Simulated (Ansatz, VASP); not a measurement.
**Sn23GeO48 (Ge_Sn) in two plane-wave programs**

One calculation is typed for both programs; each brings its own data sets. How far apart do they land? The cell is taken from a series of runs on this material, whose earlier steps may have relaxed, scaled, displaced or heated it; both programs get it as it stands.

Calculated with Ansatz 0.2.0; plane waves, with VASP 6.6.1 beside it; single point at r2SCAN.

## 1. The structure

The cell holds 72 atoms: 23 Sn, 48 O and 1 Ge. Cell: a = 9.516 Å, b = 9.516 Å, c = 9.602 Å, α = 90.0°, β = 90.0°, γ = 90.0°. It derives from SnO2 (SnO2 (P4_2/mnm)). Nearest the centre at fractional (0.500, 0.500, 0.667): Ge72 at 0.00 Å, O45 at 1.93 Å, O56 at 1.93 Å, O52 at 1.93 Å, O41 at 1.93 Å, O35 at 1.94 Å, O70 at 1.94 Å, Sn20 at 3.16 Å.

As a file:

```xyz
72
Lattice="9.5155 0.0000 0.0000 0.0000 9.5155 0.0000 0.0000 0.0000 9.6020" Properties=species:S:1:pos:R:3 pbc="T T T"
Sn    2.3736    2.3731    1.5997
Sn    0.0004    0.0002    9.5953
Sn    2.4082    2.4073    4.8088
Sn    0.0004    0.0006    3.2058
Sn    2.4076    2.4071    7.9925
Sn    0.0004    0.0003    6.4005
Sn    2.3879    7.1288    1.5995
Sn    0.0004    4.7585    9.5988
Sn    2.3961    7.1204    4.8149
Sn    0.0008    4.7575    3.2025
Sn    2.3958    7.1203    7.9862
Sn    0.0008    4.7578    6.4006
Sn    7.1286    2.3878    1.5995
Sn    4.7586    0.0002    9.5988
Sn    7.1203    2.3960    4.8150
Sn    4.7582    0.0003    3.2025
Sn    7.1205    2.3957    7.9863
Sn    4.7586    9.5155    6.4008
Sn    7.1430    7.1426    1.5995
Sn    4.7585    4.7583    9.5661
Sn    7.1092    7.1087    4.8086
Sn    4.7578    4.7579    3.2356
Sn    7.1089    7.1084    7.9925
O     0.9127    3.8255    1.5993
O     3.8255    0.9120    1.5994
O     1.4626    1.4625    9.5885
O     3.3119    3.3113    0.0008
O     0.9358    3.8438    4.8039
O     3.8439    0.9346    4.8039
O     1.4625    1.4627    3.2129
O     3.3118    3.3108    3.1980
O     0.9360    3.8439    7.9977
O     3.8441    0.9353    7.9976
O     1.4830    1.4827    6.4006
O     3.3842    3.3835    6.4013
O     0.9282    8.5882    1.5995
O     3.8423    5.6738    1.5997
O     1.4832    6.1927    9.5890
O     3.3245    8.0323    9.5886
O     0.9279    8.5880    4.8053
O     3.8739    5.6409    4.9239
O     1.4836    6.1923    3.2123
O     3.3238    8.0329    3.2121
O     0.9283    8.5885    7.9957
O     3.8756    5.6423    7.8778
O     1.4359    6.2257    6.4007
O     3.2913    8.0799    6.4007
O     5.6745    3.8427    1.5998
O     8.5879    0.9280    1.5994
O     6.1925    1.4834    9.5890
O     8.0329    3.3241    9.5887
O     5.6408    3.8739    4.9239
O     8.5878    0.9276    4.8054
O     6.1920    1.4839    3.2124
O     8.0336    3.3232    3.2122
O     5.6426    3.8755    7.8778
O     8.5885    0.9281    7.9958
O     6.2256    1.4360    6.4008
O     8.0804    3.2907    6.4005
O     5.6911    8.6039    1.5998
O     8.6038    5.6904    1.5999
O     6.2050    6.2050    0.0011
O     8.0541    8.0534    9.5885
O     5.6725    8.5803    4.8035
O     8.5807    5.6719    4.8036
O     6.2049    6.2046    3.1984
O     8.0539    8.0537    3.2125
O     5.6732    8.5812    7.9977
O     8.5810    5.6721    7.9974
O     6.1325    6.1327    6.4003
O     8.0336    8.0333    6.4006
Ge    4.7583    4.7583    6.4013
```

## 2. VASP: single point, r2SCAN

A single point gives forces, pressure and levels at one fixed geometry, so differences don't come from the geometry; what else differs is listed under the comparison.

Lines of VASP's logs that name or quote its potential files are left out, and so is its time.

INCAR reads:

```
SYSTEM = Sn23GeO48
PREC = Accurate
ENCUT = 580
EDIFF = 1E-06
NELM = 120
ISMEAR = -1
SIGMA = 0.01
LREAL = Auto
ALGO = Normal
METAGGA = R2SCAN
LASPH = .TRUE.
NBANDS = 368
LORBIT = 11
LWAVE = .FALSE.
LCHARG = .FALSE.
ISIF = 2
ISYM = 0
GGA_COMPAT = .FALSE.
EFERMI = MIDGAP
LMIXTAU = .TRUE.
KPAR = 4
```

POSCAR reads:

```
Sn23GeO48
1.0
    9.5155030731      0.0000000000      0.0000000000
    0.0000000000      9.5155030731      0.0000000000
    0.0000000000      0.0000000000      9.6020443945
Sn O Ge
23 48 1
Direct
    0.2494411178      0.2493981545      0.1665971418
    0.0000434191      0.0000229155      0.9993015218
    0.2530815192      0.2529859314      0.5008096864
    0.0000466385      0.0000621740      0.3338635144
    0.2530229534      0.2529678935      0.8323785288
    0.0000414264      0.0000366665      0.6665759015
    0.2509480481      0.7491754111      0.1665831729
    0.0000421300      0.5000755982      0.9996625031
    0.2518057745      0.7482990666      0.5014502755
    0.0000836091      0.4999777219      0.3335194923
    0.2517820448      0.7482868326      0.8317188753
    0.0000821215      0.5000066312      0.6665872847
    0.7491599913      0.2509367650      0.1665790834
    0.5000914463      0.0000240573      0.9996658191
    0.7482827307      0.2517968083      0.5014535702
    0.5000436257      0.0000317056      0.3335225150
    0.7483060482      0.2517679486      0.8317289390
    0.5000917703      0.9999997732      0.6666032722
    0.7506660548      0.7506309901      0.1665827224
    0.5000789150      0.5000562066      0.9962611834
    0.7471224050      0.7470601410      0.5007934851
    0.5000016472      0.5000204791      0.3369680326
    0.7470849728      0.7470374355      0.8323751898
    0.0959217401      0.4020234393      0.1665619032
    0.4020251023      0.0958488402      0.1665723275
    0.1537088363      0.1536935229      0.9985927704
    0.3480505273      0.3479869611      0.0000848043
    0.0983500024      0.4039532118      0.5002973601
    0.4039659210      0.0982220949      0.5002978529
    0.1536946043      0.1537187848      0.3346095191
    0.3480470105      0.3479323930      0.3330508811
    0.0983661496      0.4039571170      0.8329186397
    0.4039818617      0.0982953490      0.8329037473
    0.1558535740      0.1558189919      0.6665832616
    0.3556470589      0.3555728543      0.6666562249
    0.0975504313      0.9025519980      0.1665774233
    0.4037956392      0.5962707934      0.1666033472
    0.1558684064      0.6508014252      0.9986439780
    0.3493739428      0.8441329052      0.9986011033
    0.0975115635      0.9025297924      0.5004502505
    0.4071100254      0.5928079128      0.5127949730
    0.1559137684      0.6507561590      0.3345437428
    0.3493067189      0.8441957776      0.3345190259
    0.0975540233      0.9025833354      0.8327075234
    0.4072984458      0.5929545625      0.8204286736
    0.1509020937      0.6542640168      0.6666007206
    0.3458844519      0.8491291057      0.6665953260
    0.5963431189      0.4038361913      0.1666080044
    0.9025206287      0.0975269462      0.1665707895
    0.6507806248      0.1558892498      0.9986414114
    0.8441896007      0.3493339648      0.9986096170
    0.5928030300      0.4071125607      0.5127929880
    0.9025098486      0.0974823082      0.5004597949
    0.6507323919      0.1559446469      0.3345557848
    0.8442617576      0.3492384971      0.3345354281
    0.5929875602      0.4072875532      0.8204260451
    0.9025801069      0.0975356987      0.8327231481
    0.6542534590      0.1509128465      0.6666036177
    0.8491805242      0.3458301753      0.6665782098
    0.5980861662      0.9041964005      0.1666102300
    0.9041893639      0.5980086243      0.1666208916
    0.6520885263      0.6520893696      0.0001152078
    0.8464238305      0.8463471661      0.9985849867
    0.5961368703      0.9017204438      0.5002581467
    0.9017577478      0.5960671412      0.5002676673
    0.6520874899      0.6520559762      0.3330998465
    0.8464025454      0.8463740741      0.3345691626
    0.5962111676      0.9018124308      0.8329156173
    0.9017869698      0.5960939552      0.8328804246
    0.6444770773      0.6444926862      0.6665553999
    0.8442636866      0.8442295075      0.6665826016
    0.5000597443      0.5000533258      0.6666603316
```

KPOINTS reads:

```
Points of the shifted mesh
8
Reciprocal
 0.2500000000  0.2500000000  0.2500000000 1
 0.2500000000  0.2500000000  0.7500000000 1
 0.2500000000  0.7500000000  0.2500000000 1
 0.2500000000  0.7500000000  0.7500000000 1
 0.7500000000  0.2500000000  0.2500000000 1
 0.7500000000  0.2500000000  0.7500000000 1
 0.7500000000  0.7500000000  0.2500000000 1
 0.7500000000  0.7500000000  0.7500000000 1
```

PAW data sets: Sn_d, O and Ge_d (PBE family, release 64).

Started as:

```
> mpirun -np 8 vasp_std
```

Numbers of over 12 decimals in the logs are rounded to 6 here.

Log:

```text
[banner, memory and clock lines left out]
running    8 mpi-ranks, on    1 nodes
[...]
|                                                                             |
|           W    W    AA    RRRRR   N    N  II  N    N   GGGG   !!!           |
|           W    W   A  A   R    R  NN   N  II  NN   N  G    G  !!!           |
|           W    W  A    A  R    R  N N  N  II  N N  N  G       !!!           |
|           W WW W  AAAAAA  RRRRR   N  N N  II  N  N N  G  GGG   !            |
|           WW  WW  A    A  R   R   N   NN  II  N   NN  G    G                |
|           W    W  A    A  R    R  N    N  II  N    N   GGGG   !!!           |
|                                                                             |
|     For optimal performance we recommend to set                             |
|       NCORE = 2 up to number-of-cores-per-socket                            |
|     NCORE specifies how many cores store one orbital (NPAR=cpu/NCORE).      |
|     This setting can greatly improve the performance of VASP for DFT.       |
[...]
|               ----> ADVICE to this user running VASP <----                  |
|                                                                             |
|     You enforced a specific xc type in the INCAR file but a different       |
|     [... a line on the potential file left out ...]
|     I HOPE YOU KNOW WHAT YOU ARE DOING!                                     |
|                                                                             |

 LDA part: xc-table for (None), standard interpolation
 POSCAR, INCAR and KPOINTS ok, starting setup
[...]
entering main loop
       N       E                     dE             d eps       ncg     rms          rms(c)
DAV:   1     0.144452910713E+05    0.14445E+05   -0.25039E+05  5952   0.304E+03
DAV:   2     0.266896662304E+04   -0.11776E+05   -0.11219E+05  5888   0.949E+02
DAV:   3    -0.726529805611E+03   -0.33955E+04   -0.31929E+04  6112   0.376E+02
DAV:   4    -0.120212668040E+04   -0.47560E+03   -0.46408E+03  6808   0.147E+02
[...]
DAV:  23    -0.100426600589E+04   -0.20373E-05   -0.74798E-07  4080   0.376E-03    0.214E-03
DAV:  24    -0.100426600779E+04   -0.18982E-05   -0.48006E-07  3504   0.292E-03    0.137E-03
DAV:  25    -0.100426600779E+04   -0.29686E-08   -0.75617E-07  3512   0.342E-03
   1 F= -.10042660E+04 E0= -.10042660E+04  d E =0.000000E+00
```

OUTCAR, selected parts (step 2):

```text
 POSITION                                       TOTAL-FORCE (eV/Angst)
 -----------------------------------------------------------------------------------
      2.37356      2.37315      1.59967         0.053228      0.057382     -0.009802
      0.00041      0.00022      9.59534         0.001109      0.002683     -0.083004
      2.40820      2.40729      4.80880         0.146969      0.151104      0.209078
      0.00044      0.00059      3.20577        -0.003749     -0.004802      0.080370
      2.40764      2.40712      7.99254         0.148655      0.149787     -0.200170
      0.00039      0.00035      6.40049         0.000842      0.000530      0.002887
      2.38790      7.12878      1.59954         0.037917     -0.041348      0.001152
      0.00040      4.75847      9.59880         0.001703     -0.005462     -0.101125
      2.39606      7.12044      4.81495         0.123079     -0.126924      0.105073
      0.00080      4.75754      3.20247        -0.001043      0.004472      0.100251
      2.39583      7.12033      7.98620         0.128731     -0.128299     -0.099894
      0.00078      4.75781      6.40060        -0.002511      0.000738      0.003080
      7.12863      2.38779      1.59950        -0.036326      0.040243      0.003219
      4.75862      0.00023      9.59884        -0.004304      0.000071     -0.101419
[...]
-----------------------------------------------------------------------------------
    total drift:                               -0.008621     -0.005473      0.003364

  FREE ENERGIE OF THE ION-ELECTRON SYSTEM (eV)
  ---------------------------------------------------
  free  energy   TOTEN  =     -1004.2660077897 eV

  energy  without entropy=    -1004.2660077897  energy(sigma->0) =    -1004.26600779
```

The PAW data sets were made with PBE, which is usual practice but a small mismatch for other functionals.

## 3. Ansatz: single point, r2SCAN

Ansatz runs on its PAW soft_1 files.

The same cell, functional, mesh and smearing now go to Ansatz.

input.yaml reads:

```yaml
crystal:
  checkpoint: "../qp1_M1.relax.run"
  host: checkpoint
basis:
  ecutwfc: 500
  xc_grid: 2
hamiltonian:
  xc: r2scan
  pseudopotentials: { kind: paw, azcp: { folder: soft_1 } }
kpoints:
  mp_grid: { grid: [2, 2, 2], shift: [0.5, 0.5, 0.5] }
scf:
  occupations: { method: fermi_dirac, width: 0.01 }
  max_iter: 60
output:
  forces: true
  eigenvalues: true
  charged_corrections: { defect_position: [0.5, 0.5, 0.666667] }
checkpoint:
  read: "../qp1_M1.relax.run"
  write: "../qp1_M1.point_neutral.run"
  compress: false
  write_wavefunctions: false
  write_every: 100000
```

Started as:

```
> ansatz run input.yaml --threads 4 --pin off --max-ram 15073MiB --backend cpu --events-out ev --progress --plain --runs-dir out
```

Log:

```text
Warning: checkpoint.read: spin treatment differs: saved collinear, current unpolarized; the saved charge density seeds this run and the saved magnetisation is not carried: this deck is unpolarised; the saved density holds an absolute magnetisation of 1.2e0 μB; saved orbitals and DFT+U occupations are not carried; the saved kinetic-energy density and PAW projector densities are carried summed over spin
checkpoint.read: the saved state was converged at a total charge of 1 e, and this run's is 0 e: a saved density that it takes is scaled to its electron count
crystal.checkpoint: the structure is that of <dir>, a `relax` run, at its step 5: its result, under r2scan at a charge of 1 e; 72 atoms read, 0 with a starting moment; this deck's charge is 0 e; crystal.structure_sha256 for this input is
Engine: ansatz 0.2.0, aarch64-unknown-linux-gnu
Pseudopotentials: kind: paw
Pseudopotential: Sn, paw, valence charge 14, recommended cutoff 500 eV (meta_gga), soft_1/Sn.paw.azcp
Pseudopotential: O, paw, valence charge 6, recommended cutoff 500 eV (meta_gga), soft_1/O.paw.azcp
Pseudopotential: Ge, paw, valence charge 14, recommended cutoff 500 eV (meta_gga), soft_1/Ge.paw.azcp
Functional definition: r2SCAN
  parameter k0 = 0.174
  parameter k1 = 0.065
  parameter a1 = 4.9479
  exchange = r2scan_x(k0 = k0, k1 = k1, a1 = a1)
  correlation = r2scan_c
Crystal: 72 atoms, lattice volume = 869.415 Å³
Basis set: ecut = 500 eV, 22119 PW (Γ), exchange–correlation on 144×144×144 points (8 copies of the dense FFT grid, shifted against one another)
Bands: 384, of which v1, the nominal top of the filled ones, is band 312 counted from 1 (311 counted from 0)
Symmetry: 1 space group operations
Space group: P1 (ITA 1), of the structure as read, at distance tolerance 9.5e-5 Å
k-points: 4 of 8 (time reversal used)
Non-local potential: Sn, projectors of the file, l = 0: 2, l = 1: 2, l = 2: 2, l = 3: 1
Non-local potential: O, projectors of the file, l = 0: 2, l = 1: 2, l = 2: 1
Non-local potential: Ge, projectors of the file, l = 0: 2, l = 1: 2, l = 2: 3, l = 3: 1
PAW form: soft (Blöchl's): semilocal exchange-correlation on the pseudo side does not see the compensation charge
PAW frozen core: Sn, regenerated for the run's functional (the file was generated under x = pbe(κ = 0.804, μ = 0.219515), c = pbe(β = 0.066725))
PAW frozen core: O, regenerated for the run's functional (the file was generated under x = pbe(κ = 0.804, μ = 0.219515), c = pbe(β = 0.066725))
PAW frozen core: Ge, regenerated for the run's functional (the file was generated under x = pbe(κ = 0.804, μ = 0.219515), c = pbe(β = 0.066725))
PAW one-centre angular grid: Sn, 590 points (default); XC on 160 Gauss nodes
PAW one-centre angular grid: O, 302 points (default); XC on 160 Gauss nodes
PAW one-centre angular grid: Ge, 590 points (default); XC on 160 Gauss nodes
Initial density: read from a saved state, or passed on in memory by an earlier SCF of this step, an earlier step, the calling program or the single point that the run made first
Initial wavefunctions: pseudopotential atomic-orbital guess
Functional: x = r2scan, c = r2scan; τ floored in thin density (d = 2e-4 eV/Å³)
iter 1 solved again at ethr=2.75e-5 eV; its pass at ethr=3.10e-3 eV (dr2=1.72e-1 eV) is discarded
SCF iter   1: F=—  HF=-170494.367155 eV  |F-HF|=—  |Δ(HF+E_count)|=         —  Δρ=4.38e-3  dr2=1.75e-1  dr2_τ=3.27e-3  ethr=2.75e-5  ⟨swp⟩=6.2  Hψ=9361  notcnv=0
preconditioner: auto → Resta (q_TF=auto, 2.582 Å⁻¹)  ε∞=3.3  [insulator: Δε(μ)=2.925 eV  Ē_g=20.723 eV  σ=0.010 eV  W_gap=1.00  n_scr=250 (ndim 8)  ℏωp=31.5 eV  f_vac=0.031  D(μ)=0.00/eV (n_scr^D=0)  ε∞_Penn≈3.3]
SCF iter   2: F=—  HF=-170494.313236 eV  |F-HF|=—  |Δ(HF+E_count)|=   5.39e-2  Δρ=2.20e-3  dr2=3.52e-2  dr2_τ=1.66e-3  ethr=2.75e-5  ⟨swp⟩=4.0  Hψ=3291  notcnv=0
SCF iter   3: F=—  HF=-170494.301956 eV  |F-HF|=—  |Δ(HF+E_count)|=   1.13e-2  Δρ=7.74e-4  dr2=6.37e-3  dr2_τ=6.03e-4  ethr=5.63e-6  ⟨swp⟩=4.0  Hψ=2892  notcnv=0
SCF iter   4: F=—  HF=-170494.300286 eV  |F-HF|=—  |Δ(HF+E_count)|=   1.67e-3  Δρ=2.19e-4  dr2=4.22e-4  dr2_τ=3.24e-5  ethr=1.02e-6  ⟨swp⟩=2.5  Hψ=3074  notcnv=0
SCF iter   5: F=—  HF=-170494.300292 eV  |F-HF|=—  |Δ(HF+E_count)|=   5.86e-6  Δρ=9.15e-5  dr2=5.91e-5  dr2_τ=5.80e-6  ethr=6.76e-8  ⟨swp⟩=2.0  Hψ=2784  notcnv=0
SCF iter   6: F=—  HF=-170494.301377 eV  |F-HF|=—  |Δ(HF+E_count)|=   1.08e-3  Δρ=4.36e-5  dr2=1.23e-5  dr2_τ=1.38e-6  ethr=9.47e-9  ⟨swp⟩=2.0  Hψ=2264  notcnv=0
SCF iter   7: F=—  HF=-170494.301377 eV  |F-HF|=—  |Δ(HF+E_count)|=   2.14e-7  Δρ=7.70e-6  dr2=4.14e-7  dr2_τ=4.15e-8  ethr=1.98e-9  ⟨swp⟩=2.0  Hψ=2094  notcnv=0
SCF iter   8: F=—  HF=-170494.301377 eV  |F-HF|=—  |Δ(HF+E_count)|=   1.88e-7  Δρ=3.96e-6  dr2=1.06e-7  dr2_τ=1.29e-8  ethr=1.60e-11  ⟨swp⟩=9.0  Hψ=6525  notcnv=0
[...]
k-point 2: bands = [... 308 lower, 8.3167, 8.3260, 8.4517, 8.7241, 11.5708, 13.0810, 13.1470, 13.3248, ... 68 higher]
  k-point 3: bands = [... 308 lower, 8.3167, 8.3259, 8.4517, 8.7241, 11.5708, 13.0810, 13.1470, 13.3248, ... 68 higher]
```

The column dr2 measures how far the density is from self-consistency, as an energy; F and HF (Harris–Foulkes) agree once it is small.

## 4. Side by side

Known differences besides the potentials themselves: VASP keeps PBE cores, Ansatz makes them for the functional; the cutoff is 500 eV in Ansatz and 580 eV in VASP (PREC = Accurate, projectors in real space). Total energies have different zeros and are not compared.

Both answers:

```
              quantity  Ansatz   VASP  difference
gap on the k mesh (eV)   2.847  2.856      -0.009
```

Forces on 9 of the 72 atoms, those with the largest forces and the largest differences (eV/Å; atoms numbered as in POSCAR):

```
atom          Ansatz x, y, z            VASP x, y, z
 Sn3     0.143, 0.148, 0.205     0.147, 0.151, 0.209
 Sn5    0.147, 0.149, -0.196    0.149, 0.150, -0.200
Sn21   -0.148, -0.147, 0.196   -0.151, -0.150, 0.200
Sn22     0.008, 0.004, 0.238     0.008, 0.004, 0.233
Sn23  -0.145, -0.145, -0.203  -0.145, -0.145, -0.208
 O34  -0.057, -0.056, -0.002  -0.089, -0.089, -0.001
 O35  -0.174, -0.173, -0.004  -0.145, -0.143, -0.004
 O70     0.174, 0.173, 0.002     0.144, 0.143, 0.002
 O71     0.057, 0.056, 0.002     0.090, 0.089, 0.003
```

The forces differ by 15 meV/Å r.m.s., which is 21.1 % of the r.m.s. force of 0.071 eV/Å (both taken over all components). A gap on the mesh is an upper bound, since the band edges may lie between its points.

## 5. Outcome

```yaml
r_m_s_force_difference_single_point_r2scan: 15 meV/Å
```

What this shows: The r.m.s. force difference is 15 meV/Å (single point, r2SCAN), beyond the 12 meV/Å picked in this series as the mark of a large difference. What causes the difference of the single point, r2SCAN pair stays open here. Such differences can come from data sets, numerical settings and the points named under the comparisons, not from the functional's error against experiment.

[Lines on the potential files, build, host, timing and source positions are cut from VASP's logs without a mark.]

[Logs are printed without paths, hosts, clocks, repeated set-up lines and the standing remarks that a program may print on its own settings, such as how far it seeks lower states.]

[Hosts, paths, dates, database ids (printed as entryN), source tags and the programs' standing remarks are cut or masked in the printed files.]
